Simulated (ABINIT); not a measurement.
TiC:

```
Ti C
1.0
     0.00000    2.16572    2.16572
     2.16572    0.00000    2.16572
     2.16572    2.16572    0.00000
Ti C
1 1
Direct
  0.00000 0.00000 0.00000
  0.50000 0.50000 0.50000
```

The cell is a database's computed one.

- Program: ABINIT 10.8.3 (patched build)
- Task: relaxation of cell and atoms
- Functional: PBEsol
- Potentials or basis: PseudoDojo NC SR PBEsol v0.4.1 standard
- Cutoff: 1143 eV
- k mesh: 8 × 8 × 8
- Occupations: fermi-dirac, width 0.05 eV
- Spin: no spin polarisation

At the start: pressure -6.5 GPa; volume 10.16 Å³/atom.

**Question.** How do energy, volume and symmetry change on relaxing?

**Answer.** Over 4 steps the energy falls by 5.3 meV/atom and the volume is 9.90 Å³/atom (-2.5 %); space group Fm-3m (No. 225, to 0.05 Å).

The path:
| step | energy change (eV) | largest force (eV/Å) | pressure (GPa) | volume (Å³) |
| --- | --- | --- | --- | --- |
| 1 | 0.0000 | 0.0000 | -6.48 | 20.32 |
| 2 | -0.0100 | 0.0000 | -1.49 | 19.92 |
| 3 | -0.0106 | 0.0000 | 0.05 | 19.80 |
| 4 | -0.0106 | 0.0000 | 0.00 | 19.80 |

Final structure:
```xyz
2
Lattice="0.0000 2.1474 2.1474 2.1474 0.0000 2.1474 2.1474 2.1474 0.0000" Properties=species:S:1:pos:R:3 pbc="T T T"
Ti    0.0000    0.0000    0.0000
C     2.1474    2.1474    2.1474
```
